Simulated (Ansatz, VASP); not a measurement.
## One calculation of TlBr, two programs

```
Tl Br
1.0
     3.89875    0.00000    0.00000
     0.00000    3.89875    0.00000
     0.00000    0.00000    3.89875
Tl Br
1 1
Cartesian
  0.0000 0.0000 0.0000
  1.9494 1.9494 1.9494
```

Change from the starting cell: volume scaled by 0.94.

Alike in both runs: task single point; functional PBEsol; k mesh 7 × 7 × 7; occupations fermi-dirac, width 0.05 eV; no spin polarisation.

|  | VASP | Ansatz |
| --- | --- | --- |
| version | VASP 6.6.1 | Ansatz 0.2.0 |
| potentials or method | VASP PAW PBE potentials, release 64 (Tl_d, Br) | Ansatz PAW |
| plane-wave cutoff (eV) | 520 | 420 |
| valence electrons in the cell | 20 | 20 |

Ansatz gave:

- gap on the k mesh at the Fermi level (eV): 2.10
- least direct gap on the mesh (eV): 2.10
- pressure (GPa): 0.3

What did VASP give for the same quantities?

gap on the k mesh at the Fermi level (eV): 2.11; least direct gap on the mesh (eV): 2.11; pressure (GPa): 0.3.

Caveats: spin-orbit coupling is left out, which as a rule narrows the gap of such compounds by several tenths of an eV; the PAW data sets were made with another functional, which shifts forces and pressure a little (VASP); an odd mesh through Γ misses points on the zone boundary, where band edges often lie (VASP); odd divisions of the mesh miss points on the zone boundary, where band edges often lie, so the gap on the mesh can be too wide (Ansatz); the PAW data sets come from PBE, with cores solved anew for the run's functional, which leaves a small shift of forces and pressure (Ansatz).
